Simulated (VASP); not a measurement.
A run of VASP 6.6.1 is set up as follows.

Contents of INCAR:

```
PREC     = Accurate       # precision mode
ENCUT    = 520            # plane-wave cutoff, eV
EDIFF    = 1E-7           # SCF threshold, eV
ISMEAR   = -1             # smearing method
SIGMA    = 0.05           # smearing width, eV
LREAL    = False          # projectors in reciprocal space
LASPH    = True           # aspherical terms in the spheres
NELM     = 60             # most SCF steps
ALGO     = Normal         # electronic algorithm
ISIF     = 2              # what is computed and relaxed
LWAVE    = False          # write WAVECAR
LCHARG   = False          # write CHGCAR
LNONCOLLINEAR= True           # non-collinear magnetism
MAGMOM   = 0 0 0 0 0 0    # initial moments
LORBIT   = 11             # projections on sites
LSORBIT  = True           # spin-orbit coupling
GGA_COMPAT= False        
METAGGA  = R2SCAN         # meta-GGA
LMIXTAU  = True
```

File KPOINTS:

```
Automatic mesh
0
Gamma
  5 5 5
```

The input POSCAR:

```
TePb
1.0
    0.0000000000      3.2310000000      3.2310000000
    3.2310000000      0.0000000000      3.2310000000
    3.2310000000      3.2310000000      0.0000000000
Pb Te
1 1
Direct
    0.0000000000      0.0000000000      0.0000000000
    0.5000000000      0.5000000000      0.5000000000
```

Contents of KPOINTS_OPT:

```
path GXWKGLUWLK,UX
20
line-mode
reciprocal
 0.0000000000  0.0000000000  0.0000000000  G
 0.5000000000  0.0000000000  0.5000000000  X

 0.5000000000  0.0000000000  0.5000000000  X
 0.5000000000  0.2500000000  0.7500000000  W

 0.5000000000  0.2500000000  0.7500000000  W
 0.3750000000  0.3750000000  0.7500000000  K

 0.3750000000  0.3750000000  0.7500000000  K
 0.0000000000  0.0000000000  0.0000000000  G

 0.0000000000  0.0000000000  0.0000000000  G
 0.5000000000  0.5000000000  0.5000000000  L

 0.5000000000  0.5000000000  0.5000000000  L
 0.6250000000  0.2500000000  0.6250000000  U

 0.6250000000  0.2500000000  0.6250000000  U
 0.5000000000  0.2500000000  0.7500000000  W

 0.5000000000  0.2500000000  0.7500000000  W
 0.5000000000  0.5000000000  0.5000000000  L

 0.5000000000  0.5000000000  0.5000000000  L
 0.3750000000  0.3750000000  0.7500000000  K

 0.6250000000  0.2500000000  0.6250000000  U
 0.5000000000  0.0000000000  0.5000000000  X
```

Potentials or basis: VASP PAW PBE potentials, release 64 (Pb_d, Te).

Launch:

```bash
$ cat potpaw_PBE.64/Pb_d/POTCAR potpaw_PBE.64/Te/POTCAR > POTCAR
$ mpirun -np 1 vasp_ncl > vasp.out
```

Task: Estimate the pressure.

Result: 1.4 GPa.

Caveat: the PAW data sets were made with another functional, which shifts forces and pressure a little.
